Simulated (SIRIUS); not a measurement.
# Nb (Im-3m) in SIRIUS: reference runs, part 2 of 2

SIRIUS 7.10.0.

**10. Single point, PBE (cell strained at random at fixed volume)**

Input file sirius.json:

```json
{
  "control": {
    "processing_unit": "cpu",
    "verbosity": 2,
    "num_bands_to_print": 13,
    "print_forces": true,
    "print_stress": true
  },
  "parameters": {
    "electronic_structure_method": "pseudopotential",
    "xc_functionals": ["XC_GGA_X_PBE", "XC_GGA_C_PBE"],
    "gk_cutoff": 9.1,
    "pw_cutoff": 18.2,
    "ngridk": [11, 11, 11],
    "shiftk": [0, 0, 0],
    "smearing": "fermi_dirac",
    "smearing_width": 0.0018374661,
    "num_bands": 13,
    "num_mag_dims": 0,
    "num_dft_iter": 100,
    "energy_tol": 1e-08,
    "density_tol": 1e-06
  },
  "iterative_solver": {
    "type": "davidson",
    "min_tolerance": 1e-09,
    "tolerance_scale": [0.1, 0.25]
  },
  "mixer": {
    "type": "anderson",
    "beta": 0.7,
    "max_history": 8
  },
  "settings": {
    "tol_ne": 1e-10,
    "pseudo_grid_cutoff": 6.5
  },
  "unit_cell": {
    "lattice_vectors": [
      [-3.127145247196, 3.14051883898, 3.142801628139],
      [3.046026863571, -3.155419329473, 3.076583735006],
      [3.217916351867, 3.246188544417, -3.157702118632]
    ],
    "atom_coordinate_units": "lattice",
    "atom_types": ["Nb"],
    "atom_files": {
      "Nb": "Nb.json"
    },
    "atoms": {
      "Nb": [
        [-0.002892, -0.007653, 0.005276]
      ]
    }
  }
}
```

Potentials or basis: PseudoDojo 0.4.1 PBE standard (scalar relativistic).

Started as:

```bash
upf_to_json Nb.upf
OMP_NUM_THREADS=1 sirius.scf --input=sirius.json --output=out.json --task=0
```

What it wrote:

```text
[info] SIRIUS version : 7.10.0
[info] number of MPI ranks           : 1
[info] MPI grid                      : 1 1
[info] maximum number of OMP threads : 1
[fft] FFT context for density and potential
[fft] =====================================
[fft]   comm size                             : 1
[fft]   plane wave cutoff                     : 18.2
[fft]   grid size                             : 36 36 36   total : 46656
[fft]   grid limits                           : -17 18   -17 18   -17 18
[fft]   number of G-vectors within the cutoff : 6330
[fft]   local number of G-vectors             : 6330
[fft]   number of G-shells                    : 6330
[fft] FFT context for coarse grid
[fft] =====================================
[fft]   comm size                             : 1
[fft]   plane wave cutoff                     : 18.2
[fft]   grid size                             : 36 36 36   total : 46656
[fft]   grid limits                           : -17 18   -17 18   -17 18
[fft]   number of G-vectors within the cutoff : 6330
[fft]   local number of G-vectors             : 6330
[fft]   number of G-shells                    : 6330
[unit cell] lattice vectors
[unit cell]   a1 :      -3.1271452472      3.1405188390      3.1428016281
[unit cell]   a2 :       3.0460268636     -3.1554193295      3.0765837350
[unit cell]   a3 :       3.2179163519      3.2461885444     -3.1577021186
[unit cell] reciprocal lattice vectors
[unit cell]   b1 :      -0.0011770489      0.9861701955      1.0126055677
[unit cell]   b2 :       1.0165008420     -0.0120591778      1.0234873952
[unit cell]   b3 :       0.9892164012      0.9697672898      0.0152255630
[unit cell] unit cell volume :       124.35905955 [a.u.^3]
[unit cell] 1/sqrt(omega)    :         0.08967291
[unit cell] MT volume        :         0.00000000 ( 0.00%)
[unit cell] IT volume        :       124.35905955 (100.00%)
[unit cell] number of atom types : 1
[unit cell] type id : 0 symbol : Nb mt_radius :  16.790000 num_atoms : 1
[unit cell] total number of atoms : 1
[unit cell] number of symmetry classes : 1
[unit cell] number of PAW atoms : 0
[unit cell] atom id  type id  class id             position                      vector_field
[unit cell] ------------------------------------------------------------------------------------------
[unit cell]      0        0        0     -0.00289  -0.00765   0.00528      0.00000   0.00000   0.00000
[unit cell] atom id         position (Cartesian, a.u.)
[unit cell] ---------------------------------------------
[unit cell]      0       0.002710    0.032193   -0.049294
[unit cell] class id : 0 atom id : 0
[unit cell] minimum bond length:     5.357268
[unit cell] total number of pseudo wave-functions: 10
[sym] space group number   : 2
[sym] international symbol : P-1
[sym] Hall symbol          : -P 1
[sym] space group transformation matrix :
[sym]   0.0000  1.0000 -1.0000
[sym]   1.0000 -0.0000 -1.0000
[sym]  -0.0000  0.0000 -1.0000
[sym] space group origin shift :
[sym]   0.5129  0.5082  0.5053
[sym] number of space group operations  : 2
[sym] number of magnetic group operations : 2
[sym] metric tensor error: 0.0000e+00
[sym] rotation matrix error: 5.5511e-16
[sym] symmetry operations
[... list of symmetry operations ...]
[... 250 lines left out ...]
[diagonalize] ik:    2   -1.352473   -0.463634   -0.454953   -0.448418    0.471575    0.631740    0.647140    0.701258    0.738036    0.765353    1.184228    1.231647    1.248461
[diagonalize] ik:    3   -1.350154   -0.476782   -0.458730   -0.448851    0.505081    0.613128    0.641562    0.743552    0.751619    0.770957    1.154892    1.208532    1.331880
[diagonalize] ik:    4   -1.347997   -0.488414   -0.462312   -0.449067    0.515198    0.596803    0.671408    0.755325    0.776975    0.815352    1.105074    1.138585    1.338182
[diagonalize] ...
[diagonalize] ik:  661   -1.346749   -0.493206   -0.464480   -0.451908    0.521592    0.590749    0.673857    0.750548    0.834081    0.856586    1.072013    1.120109    1.231921
[diagonalize] ik:  662   -1.347542   -0.490579   -0.463070   -0.450971    0.521610    0.584870    0.675860    0.765640    0.798402    0.853968    1.091276    1.112473    1.255378
[diagonalize] ik:  663   -1.348193   -0.485875   -0.462303   -0.452657    0.537567    0.586263    0.639132    0.772453    0.786722    0.858350    1.118149    1.133491    1.228829
[diagonalize] ik:  664   -1.348495   -0.483332   -0.461735   -0.454010    0.555628    0.595114    0.603085    0.769823    0.784771    0.862624    1.128675    1.166048    1.201662
[diagonalize] ik:  665   -1.348351   -0.485931   -0.462094   -0.451669    0.538627    0.592923    0.633843    0.764497    0.784511    0.858719    1.107006    1.136542    1.244501
[find] Charges and magnetic moments
[find] --------------------------------------------------------------------------------
[find] total charge          : 13.000000
[find] Energy
[find] --------------------------------------------------------------------------------
[find] valence_eval_sum               :      -2.60988075
[find] <rho|V^{XC}>                   :      -9.86891474
[find] <rho|E^{XC}>                   :     -13.05637556
[find] <mag|B^{XC}>                   :       0.00000000
[find] <rho|V^{H}>                    :      15.19423120
[find] one-electron contribution      :      -7.93519721 (Ha),     -15.87039442 (Ry)
[find] hartree contribution           :       7.59711560
[find] xc contribution                :     -13.05637556
[find] ewald contribution             :     -48.89080924
[find] PAW contribution               :       0.00000000
[find] smearing (-TS)                 :      -0.00052839
[find] SCF correction                 :       0.00000088
[find] Total energy                   :     -62.28526553 (Ha),    -124.57053106 (Ry)
[find] Free energy (E-TS)             :     -62.28579392 (Ha),    -124.57158784 (Ry)
[find] band gap (eV)                  :       0.00000000
[find] Efermi                         :       0.64290350
[find] iteration : 10, RMS : 1.254808636932e-08, energy difference : -2.054534320450e-10
[find] Hartree energy of density residual : 1.101568769822e-15
[find] bands are converged : true
[find] iterative solver converged : true
[find] converged after 11 SCF iterations!
[find] Charges and magnetic moments
[find] --------------------------------------------------------------------------------
[find] total charge          : 13.000000
[find] Energy
[find] --------------------------------------------------------------------------------
[find] valence_eval_sum               :      -2.60988075
[find] <rho|V^{XC}>                   :      -9.86891474
[find] <rho|E^{XC}>                   :     -13.05637556
[find] <mag|B^{XC}>                   :       0.00000000
[find] <rho|V^{H}>                    :      15.19423120
[find] one-electron contribution      :      -7.93519721 (Ha),     -15.87039442 (Ry)
[find] hartree contribution           :       7.59711560
[find] xc contribution                :     -13.05637556
[find] ewald contribution             :     -48.89080924
[find] PAW contribution               :       0.00000000
[find] smearing (-TS)                 :      -0.00052839
[find] SCF correction                 :       0.00000088
[find] Total energy                   :     -62.28526553 (Ha),    -124.57053106 (Ry)
[find] Free energy (E-TS)             :     -62.28579392 (Ha),    -124.57158784 (Ry)
[find] band gap (eV)                  :       0.00000000
[find] Efermi                         :       0.64290350
[ground_state] === stress tensor components [kbar] ===
[ground_state] === stress_kin ===
[ground_state] -28625.194884   41.606420  -28.410262
[ground_state]    41.606420-28605.936306   -5.459871
[ground_state]   -28.410262   -5.459871-28628.537776
[ground_state] === stress_har ===
[ground_state] -5985.378252  308.939696 -242.232594
[ground_state]   308.939696-5950.059419  -28.583130
[ground_state]  -242.232594  -28.583130-6037.907359
[ground_state] === stress_ewald ===
[ground_state] 38570.763437  701.170558 -564.242899
[ground_state]   701.17055838627.103124  -61.525528
[ground_state]  -564.242899  -61.52552838468.582321
[ground_state] === stress_vloc ===
[ground_state] 14095.579514-1036.795963  823.495193
[ground_state] -1036.79596314004.947560   93.121798
[ground_state]   823.495193   93.12179814244.974788
[ground_state] === stress_xc ===
[ground_state] -7252.771071    2.167268   -1.735729
[ground_state]     2.167268-7252.653447   -0.201095
[ground_state]    -1.735729   -0.201095-7252.945871
[ground_state] === stress_core ===
[ground_state] 14908.492765   -0.341890    0.247049
[ground_state]    -0.34189014908.773617    0.035914
[ground_state]     0.247049    0.03591414908.107457
[ground_state] === stress_nonloc ===
[ground_state] -25695.526583   -9.763115    8.649724
[ground_state]    -9.763115-25697.771037    0.583196
[ground_state]     8.649724    0.583196-25692.869889
[ground_state] === stress_us_nl ===
[ground_state] -25695.526583   -9.763115    8.649724
[ground_state]    -9.763115-25697.771037    0.583196
[ground_state]     8.649724    0.583196-25692.869889
[ground_state] === stress_total ===
[ground_state]    15.964926    6.982974   -4.229517
[ground_state]     6.982974   34.404093   -2.028715
[ground_state]    -4.229517   -2.028715    9.403673
[ground_state] ==== total Forces in Ha/bohr =====
[ground_state] atom:    0, force:       0.0000000      0.0000000      0.0000000
[ground_state] ==== ultrasoft contribution from Qij =====
[ground_state] atom:    0, force:       0.0000000      0.0000000      0.0000000
[ground_state] ==== non-local contribution from Beta-projector =====
[ground_state] atom:    0, force:       0.0000000      0.0000000      0.0000000
[ground_state] ==== contribution from local potential =====
[ground_state] atom:    0, force:       0.0000000      0.0000000      0.0000000
[ground_state] ==== contribution from core density =====
[ground_state] atom:    0, force:       0.0000000      0.0000000      0.0000000
[ground_state] ==== Ewald forces from ions =====
[ground_state] atom:    0, force:       0.0000000      0.0000000      0.0000000
[~DFT_ground_state] local op. applied: 213086
[~DFT_ground_state] evp. work count: 65444
[~DFT_ground_state] number of iterative solver steps: 17996
```

Wall time 3.9 min (1 thread of Arm Neoverse V1, shared host); peak memory 1.4 GiB.

What came out:

```yaml
Free_energy: -1694.8828 eV
Pressure: -2.0 GPa
Band_gap_on_the_k_mesh: none (metal or under the smearing width)
```

**11. Summary**

```tsv
task	cell	energy tol	density tol	mixer	mixing beta	max scf	gap on the mesh (eV)	pressure (GPa)
single point	as given	1e-08 Ha	1e-06	anderson	0.7	100	none	-1.9
equation of state	as given	-	-	-	-	-	-	-
single point	cell strained at random at fixed volume	1e-08 Ha	1e-06	anderson	0.7	100	none	-2.0
```

Alike in all rows: level PBE; potentials or basis PseudoDojo 0.4.1 PBE standard (scalar relativistic); no spin polarisation; k mesh 11 × 11 × 11; cutoff (eV) 1127; smearing fermi-dirac 0.05 eV.

Total energies depend on the potentials used, so only differences within one code and one set of settings carry meaning.

**12. Against experiment**

Step 9. Against the measured bulk modulus of Nb, 169 GPa (quoted in “Pressure effects on the electronic structure and superconductivity of (TaNb)0.67(HfZrTi)0.33 high entropy alloy”, 2019, arxiv:1910.08312), the calculated 171 GPa is off by +1.4 %. The fit is for a static lattice scaled at fixed shape and fixed fractional positions.
